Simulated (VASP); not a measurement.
# How uniaxial stress along [0001] changes SiC (P6_3mc), part 2 of 2

Wanted: the response of SiC to uniaxial stress along [0001], as a table, with a fit that predicts a row left out.

VASP 6.6.1, plane waves and PAW; the level of theory is named at each step.

So far. Step 5 (Band edges, r2SCAN): The run ends at a pressure of 3.36 GPa, with forces up to 9.1e-4 eV/Å.

### Step 6. All members

Runs beyond LDA use the data sets made with LDA; this shifts their levels slightly, and their total energies have another zero (at TB-mBJ, which has no energy functional, they mean nothing).

The other members went through these steps as far as the tables show, with the same cutoff and, step by step, the same mesh; 24 runs are not shown. The session took 0.91 core hours (wall time by ranks) on a shared machine.

```
strain along the axis (%)  strain across the axis (%)  stress along the axis, tension positive (GPa)  energy above the unstrained row (meV/atom)  gap on the mesh, LDA (eV)
                   -2.000                       0.197                                        -11.327                                       7.328                      2.297
                   -1.500                       0.142                                         -8.442                                       4.133                      2.316
                   -1.000                       0.091                                         -5.599                                       1.858                      2.329
                   -0.500                       0.041                                         -2.763                                       0.485                      2.292
                        0                      -0.006                                          0.042                                       0.000                      2.258
                    0.500                      -0.050                                          2.789                                       0.395                      2.224
                    1.000                      -0.092                                          5.497                                       1.650                      2.192
                    1.500                      -0.132                                          8.156                                       3.756                      2.161
                    2.000                      -0.169                                         10.761                                       6.694                      2.132
```

Slopes at zero strain, from cubics through all rows: strain ratio -0.091, stress over strain 555 GPa.

Band edges at TB-mBJ with spin-orbit coupling, counted from the valence-band top at Γ, spin-orbit pairs averaged, with one row partly withheld:

```
strain along the axis (%)  gap (eV)  conduction band at Γ (eV)  lowest conduction level on M–L (eV)  second valence level below the top (eV)  third valence level below the top (eV)
                   -2.000     3.357                      5.471                                3.534                                    0.100                                   0.109
                   -1.500     3.372                      5.572                                3.615                                    0.042                                   0.052
                   -1.000     3.373                      5.656                                3.679                                    0.005                                   0.021
                   -0.500     3.335                      5.697                                3.701                                    0.008                                   0.072
                        0     3.299                      5.737                                3.723                                    0.009                                   0.124
                    0.500     3.262                      5.776                                3.744                                    0.009                                   0.176
                    1.000     3.228                          ?                                3.764                                    0.009                                   0.225
                    1.500     3.195                      5.851                                3.784                                    0.009                                   0.273
                    2.000     3.164                      5.888                                3.763                                    0.009                                   0.319
```

Band edges at r2SCAN, counted from the valence-band top at Γ:

```
strain along the axis (%)  gap (eV)  conduction band at Γ (eV)  lowest conduction level on M–L (eV)  second valence level below the top (eV)  third valence level below the top (eV)
                   -2.000     2.680                      5.239                                3.046                                    0.123                                   0.123
                   -1.500     2.698                      5.345                                3.132                                    0.062                                   0.062
                   -1.000     2.712                      5.449                                3.216                                    0.000                                   0.000
                   -0.500     2.677                      5.490                                3.239                                    0.000                                   0.058
                        0     2.639                      5.531                                3.261                                    0.000                                   0.113
                    0.500     2.602                      5.571                                3.283                                    0.000                                   0.168
                    1.000     2.566                      5.609                                3.303                                    0.000                                   0.221
                    1.500     2.533                      5.647                                3.315                                    0.000                                   0.273
                    2.000     2.501                      5.684                                3.260                                    0.000                                   0.322
```

### Step 7. Working out the slope

The quantity to fit is the conduction level at Γ above the mean of the three top valence levels at TB-mBJ with spin-orbit coupling: 5.541, 5.603, 5.664, 5.724, 5.781, 5.838, 5.945, 5.998 eV in the rows shown.

Fitting a parabola to the 8 known rows (e: strain in %) gives E = − 0.003051 e² + 0.1141 e + 5.781 in eV; the residuals are 1.4e-4 eV r.m.s.

For the withheld row, e = 1, the fit gives 5.8924 eV.

### Step 8. Prediction against calculation

The calculation gives 5.8922 eV, so the prediction is 0.0002 eV too high.

### Step 9. Outcome

```
Poisson ratio                                                                                                                     : 0.091
Young's modulus along the axis                                                                                                    : 555 GPa
gap of the unstrained cell, TB-mBJ with spin-orbit coupling                                                                       : 3.30 eV
gap of the unstrained cell, r2SCAN                                                                                                : 2.64 eV
slope at zero strain of the conduction level at Γ above the mean of the three top valence levels, TB-mBJ with spin-orbit coupling : 114 meV per %
error of the predicted row                                                                                                        : 0.2 meV
```

As a check, the curvature of the energy gives 553 GPa for the same modulus (energy per volume = E/2 × strain²), 0 % from the slope of the stress. The energy also has a linear term worth 0.13 GPa that the stress column lacks, a mark of the finite basis. At TB-mBJ with spin-orbit coupling the edge that sets the gap lies at a point without a column here, up to 0.60 eV below the lowest level listed; the gap runs between 3.16 and 3.37 eV. At r2SCAN the edge that sets the gap lies at a point without a column here, up to 0.78 eV below the lowest level listed; the gap runs between 2.50 and 2.71 eV. Hole masses are left out throughout, since the top bands are degenerate or cross in many series; of conduction masses, those of the Γ, L and (for Si and Ge under (001) strain) Δ valleys are kept where they change by under an eighth between rows. A measured gap of unstrained SiC is 3.33 eV (arxiv:2009.14696, band gap at cryogenic temperature, temperature not given); the static gaps here belong to the lattice relaxed at LDA. TB-mBJ is a potential fitted for gaps; it has no energy functional, so its total energies and forces mean nothing, and its bands tend to come out too narrow. r2SCAN opens gaps somewhat over GGA but leaves them below measured values as a rule. Spin-orbit coupling is left out at r2SCAN, so the valence splittings there lack it. Temperature, zero-point motion and excitons are left out.

[Lines on the potential files, build, host, timing and source positions are cut from VASP's logs without a mark.]

[Logs are printed without paths, hosts, clocks, repeated set-up lines and the standing remarks that a program may print on its own settings, such as how far it seeks lower states.]

[Hosts, paths, dates, database ids (printed as entryN), source tags and the programs' standing remarks are cut or masked in the printed files.]

[In band tables of VASP the shares of atoms and orbitals are scaled to a sum of 1 inside the atoms' spheres.]
